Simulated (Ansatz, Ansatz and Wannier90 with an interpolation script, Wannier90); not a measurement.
Rows from a G0W0 calculation on BP (honeycomb monolayer) (Ansatz 0.2.0; G0W0 on PBE, plane waves, PAW; 12×12×1 mesh, 337 empty bands, screening to 80 eV), in eV. Spin-orbit coupling is left out.

```tsv
row	k	band	start	Σx	Σc at the solution	Vxc
A	(0.333, 0.333, 0.000)	v3	-13.033	-20.018	5.179	-14.371
B	(0.333, 0.333, 0.000)	v1	-5.124	-13.420	0.327	-12.727
C	(0.333, 0.333, 0.000)	v2	-11.382	-17.557	3.929	-13.226
D	(0.333, 0.333, 0.000)	c2	1.258	-3.411	-4.031	-7.768
E	(0.333, 0.333, 0.000)	c1	-4.227	-7.766	-2.896	-11.012
```

Question: Work out each quasiparticle level and how far it moved.

The quasiparticle equation reads E = start + Σx + Σc(E) − Vxc.

```tsv
row	E (eV)	shift (eV)
A	-13.501	−0.468
B	-5.490	−0.366
C	-11.784	−0.402
D	1.584	+0.326
E	-3.877	+0.350
```

The gap over the computed points goes from 0.90 eV to 1.61 eV.

Limits: not at the basis limit.

[Paths, hosts, dates, memory and timing lines, banners, echoed tables and standing remarks are left out of the program output.]

[Logs are printed without paths, hosts, clocks, repeated set-up lines and the standing remarks that a program may print on its own settings, such as how far it seeks lower states.]

[Runs of the session that timed out or met a known fault of the program may be left out.]

[Hosts, paths, dates, database ids (printed as entryN), source tags and the programs' standing remarks are cut or masked in the printed files.]
